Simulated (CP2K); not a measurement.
**TiAl under changes of volume**

One of the cells (16.065 Å³/atom); the others are scaled copies at fixed shape and fractional positions:

```
CELL_PARAMETERS angstrom
3.17906 0.00000 0.00000
0.00000 3.17906 0.00000
0.00000 0.00000 3.17906
ATOMIC_POSITIONS crystal
Ti 0.00000 0.00000 0.00000
Al 0.50000 0.50000 0.50000
```

The cell comes from a database or a generator and needn't be the stable form of this composition.

- Program: CP2K 2026.2
- Functional: PBE
- Potentials or basis: POTENTIAL_UZH Ti GTH-PBE-q12, Al GTH-PBE-q3; TZVP-MOLOPT-PBE-GTH basis
- Density cutoff: 6123 eV
- k mesh: 8 × 8 × 8
- Occupations: fermi-dirac, width 0.05 eV
- Spin: no spin polarisation

| volume (Å³/atom) | energy over the lowest point (meV/atom) | pressure (GPa) |
| --- | --- | --- |
| 15.101 | 27.33 | 8.9 |
| 15.422 | 13.24 | 6.0 |
| 15.743 | 4.08 | 3.3 |
| 16.065 | 0.00 | 0.9 |
| 16.386 | 0.51 | -1.3 |
| 16.707 | 5.20 | -3.2 |
| 17.028 | ? | ? |

What does the run at 17.028 Å³/atom give?

Energy over the lowest point 13.66 meV/atom; pressure -5.0 GPa.

Worked out: A Birch-Murnaghan fit of order 3 (a polynomial in V^(-2/3)) to the other rows has its minimum at 16.19 Å³/atom with B0 = V·E''(V) = 113 GPa (rough, since the energies scatter). It gives 14.02 meV/atom at 17.028 Å³/atom, against the run's 13.66, and -dE/dV = -5.4 GPa, against -5.0.

Energies are extrapolated to zero smearing.

Caveats: the basis of atomic orbitals isn't converged, which shifts pressures, moduli and gaps.
